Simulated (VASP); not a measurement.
Calculation: PBE GGA, VASP's PBE PAW potentials (set 64) (plane waves; VASP).

Input for VASP

### POSCAR
```
AlSb
1
    0.0000000000     3.1159988106     3.1159988106
    3.1159988106     0.0000000000     3.1159988106
    3.1159988106     3.1159988106     0.0000000000
Al Sb
1 1
Direct
  0.0000000000   0.0000000000   0.0000000000
  0.2500000000   0.2500000000   0.2500000000
```

**KPOINTS**
```
k-points along high-symmetry lines
15
Line-mode
Reciprocal
  0.000000   0.000000   0.000000 ! GAMMA
 -0.500000  -0.500000   0.000000 ! X

 -0.500000  -0.500000   0.000000 ! X
 -0.375000  -0.375000   0.250000 ! U

 -0.375000  -0.000000   0.375000 ! K
  0.000000   0.000000   0.000000 ! GAMMA

  0.000000   0.000000   0.000000 ! GAMMA
 -0.000000  -0.000000   0.500000 ! L

 -0.000000  -0.000000   0.500000 ! L
 -0.500000  -0.250000   0.250000 ! W

 -0.500000  -0.250000   0.250000 ! W
 -0.500000  -0.500000   0.000000 ! X
```

### INCAR
```
# general
SYSTEM  = AlSb
PREC    = Accurate
ENCUT   = 520
LREAL   = F
LASPH   = T
ICHARG  = 11

# electronic loop
EDIFF   = 1E-6
NELM    = 100
ALGO    = Normal
LMAXMIX = 4

# smearing
ISMEAR  = 0
SIGMA   = 0.05

# functional
GGA     = PE

# output
LWAVE   = F
LCHARG  = F
```

POTCAR, in this order: Al Sb (PBE.64 set). Program: vasp_std. Read from the step before: CHGCAR.

The resulting files:

OSZICAR:
```
       N       E                     dE             d eps       ncg     rms          rms(c)
DAV:   1     0.166618431093E+02    0.16662E+02   -0.27716E+03  1440   0.714E+02
DAV:   2    -0.637632672625E+01   -0.23038E+02   -0.22433E+02  1896   0.840E+01
DAV:   3    -0.696246414705E+01   -0.58614E+00   -0.58476E+00  2000   0.164E+01
DAV:   4    -0.696565442914E+01   -0.31903E-02   -0.31903E-02  2200   0.145E+00
DAV:   5    -0.696568022828E+01   -0.25799E-04   -0.25799E-04  1904   0.968E-02
DAV:   6    -0.696568094835E+01   -0.72007E-06   -0.72007E-06  2176   0.139E-02
   1 F= -.69656809E+01 E0= -.69656809E+01  d E =-.627882E-14
```

OUTCAR:
```
 val. band max:        4.3765006543   @ k =   0.0000   0.0000   0.0000

 cond. band min:       5.5965397527   @ k =   0.0000   0.0000   0.5000



 k-point     1 :       0.0000    0.0000    0.0000
  band No.  band energies     occupation
      1      -6.0951      2.00000
      2       4.3765      2.00000
      3       4.3765      2.00000
      4       4.3765      2.00000
      5       5.6323      0.00000
      6       7.4513      0.00000
      7       7.4513      0.00000
      8       7.4513      0.00000

 k-point     2 :      -0.0357   -0.0357    0.0000
  band No.  band energies     occupation
      1      -6.0802      2.00000
      2       4.1563      2.00000
      3       4.3235      2.00000
      4       4.3235      2.00000
      5       5.8501      0.00000
      6       7.4016      0.00000
      7       7.5259      0.00000
      8       7.5259      0.00000

 k-point     3 :      -0.0714   -0.0714    0.0000
  band No.  band energies     occupation
      1      -6.0354      2.00000
      2       3.7080      2.00000
      3       4.1793      2.00000
      4       4.1793      2.00000
      5       6.2794      0.00000
      6       7.2748      0.00000
      7       7.7348      0.00000
      8       7.7348      0.00000

 k-point     4 :      -0.1071   -0.1071    0.0000
  band No.  band energies     occupation
      1      -5.9613      2.00000
      2       3.2032      2.00000
      3       3.9758      2.00000
      4       3.9758      2.00000
      5       6.6722      0.00000
      6       7.1616      0.00000
      7       8.0453      0.00000
      8       8.0453      0.00000

 k-point     5 :      -0.1429   -0.1429    0.0000
  band No.  band energies     occupation
      1      -5.8587      2.00000
      2       2.6879      2.00000
      3       3.7434      2.00000
      4       3.7434      2.00000
      5       6.6991      0.00000
      6       7.3316      0.00000
      7       8.4260      0.00000
      8       8.4260      0.00000
...
```

The density is held fixed in this step, so its total energy and stress have no physical meaning. Unless said otherwise, spin-orbit coupling is left out, though it shifts the bands of the heavy elements here.

The compound is AlSb in the zinc blende structure. It was relaxed first.
